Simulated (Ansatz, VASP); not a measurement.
# MgI2 in VASP and in Ansatz

```xyz
3
Lattice="4.1155 0.0000 0.0000 -2.0577 3.5641 0.0000 0.0000 0.0000 7.6414" Properties=species:S:1:pos:R:3 pbc="T T T"
Mg    0.0000    0.0000    0.0000
I     0.0000    2.3761    5.8877
I     2.0577    1.1880    1.7537
```

Alike in both runs: task single point; functional PBE; k mesh 6 × 6 × 4; occupations gaussian, width 0.05 eV; no spin polarisation.

|  | VASP | Ansatz |
| --- | --- | --- |
| version | VASP 6.6.1 | Ansatz 0.2.0 |
| potentials or method | VASP PAW PBE potentials, release 64 (Mg, I) | scalar-relativistic, plane waves, PAW |
| plane-wave cutoff (eV) | 520 | 520 |
| valence electrons in the cell | 16 | 44 |

|  | VASP | Ansatz | Ansatz less VASP |
| --- | --- | --- | --- |
| gap on the k mesh at the Fermi level (eV) | 3.40 | 3.42 | +0.017 |
| least direct gap on the mesh (eV) | 3.57 | 3.58 | +0.014 |
| pressure (GPa) | 0.1 | 0.1 | +0.05 |
| largest component of the traceless stress (GPa) | 1.20 | 1.21 | +0.005 |
| rms of the force components (eV/Å) | 0.121 | 0.116 | -0.0046 |

Atom by atom the forces differ by 0.005 eV/Å (rms over components). The two sets of potentials don't hold the same shells in valence.

Caveats: spin-orbit coupling is left out, which moves the levels of the heavy elements; this functional lacks dispersion, which binds the layers, so the pressure and a relaxed spacing across them are unreliable. A k mesh can miss the band edges.
